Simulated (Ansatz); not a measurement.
The system is Gd.

```xyz
1
Lattice="-2.0250 2.0250 2.0250 2.0250 -2.0250 2.0250 2.0250 2.0250 -2.0250" Properties=species:S:1:pos:R:3 pbc="T T T"
Gd    0.0000    0.0000    0.0000
```

This isn't the form of Gd at room conditions, which is hcp.

```yaml
Program: Ansatz 0.2.0
Task: single point
Functional: PBE
Potentials_or_basis: all-electron LAPW, scalar-relativistic
Cutoff: 163 eV (chosen from the basis error)
Basis_error_allowed: 0.001 eV/atom
k_mesh: 9 × 9 × 9
Occupations: fermi-dirac, width 0.05 eV
Spin: collinear spin, ferromagnetic start
Starting_moments: "[7.0] μB"
```

On this cell: pressure -0.1 GPa; net moment 7.59 μB per cell; site moments Gd +7.43 μB; band gap on the k mesh none (metal or under the smearing width).

The same run follows on a disturbed copy (cell strained at random at fixed volume):

```xyz
1
Lattice="-2.0440 1.9279 1.9662 2.0304 -2.0604 2.0851 2.0645 2.0809 -2.0987" Properties=species:S:1:pos:R:3 pbc="T T T"
Gd    0.0202    0.0256    0.0138
```

Q: What changes?

A: The energy (extrapolated to zero smearing) moves by +12.1 meV/atom; pressure 0.0 GPa; net moment 7.60 μB per cell; site moments Gd +7.41 μB; band gap on the k mesh none (metal or under the smearing width).

Stress tensor (GPa, compression positive):
```
 0.08 -0.25  0.15
-0.25 -0.07  1.65
 0.15  1.65 -0.05
```

Caveats: an open f shell can end in a state above the lowest; spin-orbit coupling is left out, which moves the levels of the heavy elements.
